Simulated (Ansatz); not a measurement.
Start from ZnTe in the zinc blende structure (space group F-43m, No. 216).

```xyz
2
Lattice="0.0000 3.0329 3.0329 3.0329 0.0000 3.0329 3.0329 3.0329 0.0000" Properties=species:S:1:pos:R:3 pbc="T T T"
Te     4.5494     4.5494     4.5494
Zn     0.0000     0.0000     0.0000
```

Cartesian axes are those of the cell as printed.

Level of theory: PBEsol in Ansatz (plane waves to 420 eV, PAW, scalar-relativistic without spin-orbit coupling), earlier PAW set.

For the base:

- Valence-band top at Γ = 0.00, 0.00, 0.00 eV
- Band gap = 1.23 eV
- Shortest interatomic distance = 4.964 bohr

Now apply this change: biaxial strain −2.08 %, plane normal [110], relaxed out of plane (Cartesian); in-plane vectors clamped, the third vector and the atoms free.

Problem. How does this affect the energy relative to the base?

Solution. The energy rises by 7.4 meV/atom.

Problem. What happens to the out-of-plane strain?

Solution. The out-of-plane strain is +1.63 %.

Problem. Estimate the effect on the valence-band top at Γ.

Solution. The valence-band top at Γ (three highest levels, from the VBM) goes from 0.00, 0.00, 0.00 eV to 0.00, -0.07, -0.25 eV.

Problem. How does this affect the band gap?

Solution. The band gap stays 1.23 eV.

Problem. Estimate the effect on the shortest interatomic distance.

Solution. The shortest interatomic distance decreases by 0.0581 bohr (4.964 bohr → 4.905 bohr).

With Te present, leaving out spin-orbit coupling can change the band edges. No phonon test of stability was made.

Ansatz is a first-principles code.
